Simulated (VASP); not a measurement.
## AgCl (Chlorargyrite) under changes of volume

One of the cells (20.868 Å³/atom); the others are scaled copies at fixed shape and fractional positions:

```
CELL_PARAMETERS angstrom
0.00000 2.75311 2.75311
2.75311 0.00000 2.75311
2.75311 2.75311 0.00000
ATOMIC_POSITIONS crystal
Ag 0.00000 0.00000 0.00000
Cl 0.50000 0.50000 0.50000
```

```yaml
Program: VASP 6.6.1
Functional: PBE
Potentials_or_basis: VASP PAW PBE potentials, release 64 (Ag, Cl)
Cutoff: 520 eV
k_mesh: 8 × 8 × 8
Occupations: fermi-dirac, width 0.05 eV
Spin: no spin polarisation
```

```tsv
volume (Å³/atom)	energy over the lowest point (meV/atom)	pressure (GPa)
19.231	62.42	8.2
19.640	43.44	6.5
20.049	28.44	5.1
20.868	?	?
21.277	3.06	1.6
21.686	0.00	0.7
```

Problem. What does the run at 20.868 Å³/atom give?

Solution. Energy over the lowest point 8.60 meV/atom; pressure 2.6 GPa.

Worked out: A Birch-Murnaghan fit of order 3 (a polynomial in V^(-2/3)) to the other rows has its minimum at 22.06 Å³/atom, just outside them, with B0 = V·E''(V) = 42 GPa and B' = 5.3. It gives 8.60 meV/atom at 20.868 Å³/atom, against the run's 8.60, and -dE/dV = 2.7 GPa, against 2.6.

Energies are extrapolated to zero smearing.
